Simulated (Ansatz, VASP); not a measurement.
# ZrC in VASP and in Ansatz

The input INCAR:

```
PREC = Accurate
ENCUT = 520
EDIFF = 1E-6
ISMEAR = 0
SIGMA = 0.15
LREAL = F
LASPH = T
NELM = 100
ALGO = Normal
ISIF = 2
LWAVE = F
LCHARG = T
LELF = T
LVHAR = T
NBANDS = 15
```

Contents of KPOINTS:

```
Automatic mesh
0
Gamma
  20 20 20
```

File POSCAR:

```
ZrC
1.0
    0.0000000000      2.3502100000      2.3502100000
    2.3502100000      0.0000000000      2.3502100000
    2.3502100000      2.3502100000      0.0000000000
Zr C
1 1
Direct
    0.5000000000      0.5000000000      0.5000000000
    0.0000000000      0.0000000000      0.0000000000
```

Input for Ansatz:

```yaml
crystal:
  lattice:
    - [0.0, 2.35021, 2.35021]
    - [2.35021, 0.0, 2.35021]
    - [2.35021, 2.35021, 0.0]
  atoms:
    - { symbol: Zr, position: [0.5, 0.5, 0.5] }
    - { symbol: C, position: [0.0, 0.0, 0.0] }
basis:
  ecutwfc: 420
kpoints:
  mp_grid: { grid: [20, 20, 20] }
hamiltonian:
  xc: lda
scf:
  occupations: { method: gaussian, width: 0.15 }
output:
  forces: true
  stress: true
  eigenvalues: true
  write_density: true
  write_potential: true
  elf: true
  volumetric_format: npy
```

Alike in both runs: task single point; functional LDA; k mesh 20 × 20 × 20; occupations gaussian, width 0.15 eV; no spin polarisation.

|  | VASP | Ansatz |
| --- | --- | --- |
| version | VASP 6.6.1 | Ansatz 0.2.0 |
| potentials or method | VASP PAW LDA potentials, release 64 (Zr_sv, C) | scalar-relativistic, plane waves, PAW |
| plane-wave cutoff (eV) | 520 | 420 |
| valence electrons in the cell | 16 | 16 |

```csv
,VASP,Ansatz,Ansatz less VASP
gap on the k mesh at the Fermi level (eV),none,none,-
pressure (GPa),-8.1,-8.6,-0.59
```

A gap of «none» marks a metal or a gap that the smearing closes.
